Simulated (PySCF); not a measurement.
IAO charges from PBE0/pcSseg-1 densities (PySCF) at GFN2-xTB geometries, gas phase, one conformer each. Species are given as SMILES. The IAO scheme projects the occupied orbitals on a minimal set of polarised atomic orbitals and counts the electrons in each atom's part of it.

**Question.** For each of these, name the hydrogen and the heavy atom of highest charge and the atom of lowest charge, and give the mean charge of the hydrogens: `[CH3:1][CH2:2][CH2:3][N:4]1[NH:5][CH2:6][CH2:7][C@H:8]1[CH3:9]`; `[cH:1]1[cH:2][nH+:3][cH:4][nH:5]1`; `[CH3:1][C@H:2]1[CH2:3][CH2:4][CH2:5][N:6]([CH3:7])[N:8]1[CH3:9]`; `[O:1]=[C:2]([O-:3])[c:4]1[cH:5][o:6][cH:7][n:8]1`.

**Answer.** 
```
           SMILES                H of highest charge  its q (e)              heavy atom of highest charge  its q (e)                    atom of lowest charge  its q (e)  mean q of all H (e)
  CCCN1NCC[C@H]1C             H on N5 (N–H hydrogen)     +0.247         C8 (sp3 carbon bound to nitrogen)     -0.017                       C1 (methyl carbon)     -0.419               +0.140
   c1c[nH+]c[nH]1  H on N3 or H on N5 (N–H hydrogen)     +0.346  C4 (aromatic CH next to a ring nitrogen)     +0.094  N3 or N5 (nitrogen bonded to 2 C and H)     -0.165               +0.273
C[C@H]1CCCN(C)N1C          H on C9 (methyl hydrogen)     +0.161         C2 (sp3 carbon bound to nitrogen)     -0.011                       C1 (methyl carbon)     -0.422               +0.133
 O=C([O-])c1cocn1        H on C5 (aromatic hydrogen)     +0.173                   C2 (carboxylate carbon)     +0.506                  O1 (carboxylate oxygen)     -0.670               +0.161
```

'Or' marks atoms within 0.002 e of each other.
